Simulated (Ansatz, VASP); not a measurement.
This is a calculation of Ag for Ansatz 0.2.0.

File input.yaml:

```yaml
crystal:
  lattice:
    - [0.0, 2.04275, 2.04275]
    - [2.04275, 0.0, 2.04275]
    - [2.04275, 2.04275, 0.0]
  atoms:
    - { symbol: Ag, position: [0.0, 0.0, 0.0] }
hamiltonian:
  xc: pbe
  pseudopotentials: { kind: paw }
kpoints:
  mp_grid: { grid: [11, 11, 11] }
scf:
  occupations: { method: gaussian, width: 0.012 }
output:
  forces: true
  stress: true
  eigenvalues: true
```

Potentials or basis: Ansatz PAW.

The run is started by

```bash
$ ansatz run input.yaml --threads 2 --pin off --max-ram 5632MiB --backend cpu --events-out ev --progress --plain --runs-dir out
```

Q: Translate it to VASP 6.6.1. Potentials there: VASP PAW PBE potentials, release 64 (Ag).

A: As run (the cutoff follows the program's own potentials):

Contents of INCAR:

```
SYSTEM = Ag
  ALGO = Normal
  EDIFF = 1E-6
  ENCUT = 520
  GGA = PE
  ISIF = 2
  ISMEAR = 0
  LASPH = .True.
  LCHARG = .False.
  LREAL = .False.
  LWAVE = .False.
  NBANDS = 12
  NELM = 100
  PREC = Accurate
  SIGMA = 0.012
```

KPOINTS

```
k-points
0
Gamma
  11 11 11
  0 0 0
```

POSCAR

```
Ag
1.0
    0.0000000000      2.0427500000      2.0427500000
    2.0427500000      0.0000000000      2.0427500000
    2.0427500000      2.0427500000      0.0000000000
Ag
1
Direct
    0.0000000000      0.0000000000      0.0000000000
```

Potentials or basis: VASP PAW PBE potentials, release 64 (Ag).

Command:

```sh
$ cat potpaw_PBE.64/Ag/POTCAR > POTCAR
$ mpirun -np 1 vasp_std > vasp.out
```

Both were run:

|  | VASP | Ansatz | Ansatz less VASP |
| --- | --- | --- | --- |
| gap on the k mesh at the Fermi level (eV) | none | none | - |
| pressure (GPa) | 4.1 | 4.3 | +0.18 |

A gap of «none» marks a metal or a gap that the smearing closes. The two sets of potentials don't hold the same shells in valence.
